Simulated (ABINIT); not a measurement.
Crystal: Os.

```
Os
1.0
     2.73410    0.00000    0.00000
    -1.36705    2.36780    0.00000
     0.00000    0.00000    4.31970
Os
2
Direct
  0.66667 0.33333 0.75000
  0.33333 0.66667 0.25000
```

```yaml
Program: ABINIT 10.8.3 (patched build)
Task: single point
Functional: PBE
Potentials_or_basis: JTH PAW PBE v2.0
Cutoff: 408 eV
k_mesh: 11 × 11 × 6
Occupations: fermi-dirac, width 0.05 eV
Spin: no spin polarisation
```

On this cell: pressure 8.9 GPa; largest force under 0.003 eV/Å; band gap on the k mesh none (metal or under the smearing width).

The same run follows on a disturbed copy (atoms moved at random, drawn with an rms of 0.05 Å):

```xyz
2
Lattice="2.7341 0.0000 0.0000 -1.3671 2.3678 0.0000 0.0000 0.0000 4.3197" Properties=species:S:1:pos:R:3 pbc="T T T"
Os    1.3643    0.7571    3.2794
Os   -0.0107    1.5745    1.0628
```

Task: What changes?

Result: The energy (extrapolated to zero smearing) moves by +16.5 meV/atom; pressure 9.8 GPa; largest force 1.055 eV/Å; band gap on the k mesh none (metal or under the smearing width).

Forces in eV/Å, atoms in the order of the input:
```
Os  -0.068  0.236 -1.026
Os   0.068 -0.236  1.026
```

Stress tensor (GPa, compression positive):
```
 8.49  0.19  0.08
 0.19  9.82 -0.28
 0.08 -0.28 11.02
```

Caveats: the atomic spheres overlap (some runs).
